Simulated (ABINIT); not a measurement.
Os:

```
Os
1.0
     2.73410    0.00000    0.00000
    -1.36705    2.36780    0.00000
     0.00000    0.00000    4.31970
Os
2
Cartesian
  1.3671 0.7893 3.2398
  0.0000 1.5785 1.0799
```

Base run:

| Property | Result |
| --- | --- |
| Program | ABINIT 10.8.3 (patched build) |
| Functional | HLE16 |
| Potentials or basis | JTH PAW PBE v2.0 |
| Cutoff | 408 eV |
| k mesh | 11 × 11 × 6 |
| Occupations | fermi-dirac, width 0.05 eV |
| Spin | no spin polarisation |

Its results: band gap on the k mesh none (metal or under the smearing width); pressure -77.3 GPa.

Task: The run is repeated on the same cell with these changes: functional from HLE16 to AM05. What comes out?

Result: Band gap on the k mesh none (metal or under the smearing width); pressure -5.5 GPa.

Caveats: spin-orbit coupling is left out, which moves the levels of the heavy elements; the cell as given lies far from equilibrium (some runs); the potentials were made for a functional far from this one (some runs); so large a pressure means that the cell lies far from this level's equilibrium, or that cutoff or potentials fall short (some runs); the potentials were made for another functional, which shifts forces and pressure (some runs); the PAW data sets were made with another functional, which shifts forces and pressure a little (some runs).
